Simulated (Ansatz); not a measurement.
This Ansatz 0.2.0 run on NiO needs a look.

File input.yaml:

```yaml
crystal:
  lattice:
    - [2.50461538, 0.0, 0.0]
    - [0.0, 2.50461538, 0.0]
    - [0.0, 0.0, 2.50461538]
  atoms:
    - { symbol: ni, position: [0.0, 0.0, 0.0], spin: 1.0 }
    - { symbol: O, position: [0.5, 0.5, 0.5] }
hamiltonian:
  xc: pbe
  pseudopotentials: { kind: paw }
magnetization:
  spin_polarized: true
kpoints:
  mp_grid: { grid: [11, 11, 11] }
scf:
  occupations: { method: fermi_dirac, width: 0.05 }
  max_iter: 75
output:
  forces: true
  stress: true
  eigenvalues: true
relax:
  f_tol: 0.01
  max_steps: 40
  cell: { stress_tol: 0.05 }
```

Potentials or basis: Ansatz PAW.

Command:

```bash
$ ansatz run input.yaml --threads 2 --pin off --max-ram 5632MiB --backend cpu --events-out ev --progress --plain --runs-dir out
```

Output:

```text
Error: YAML parse error: error: line 7 column 17: `ni` is not an element symbol (H … Og, case-exact)
 --> <input>:7:17
  |
5 |     - [0.0, 0.0, 2.50461538]
6 |   atoms:
7 |     - { symbol: ni, position: [0.0, 0.0, 0.0], spin: 1.0 }
  |                 ^ `ni` is not an element symbol (H … Og, case-exact)
8 |     - { symbol: O, position: [0.5, 0.5, 0.5] }
9 | hamiltonian:
  |
```

**Question.** How did it end, and where is the flaw?

**Answer.** The program refused the input. The input holds a flaw that was put in on purpose: an unknown element (crystal.atoms[0].symbol = ni).
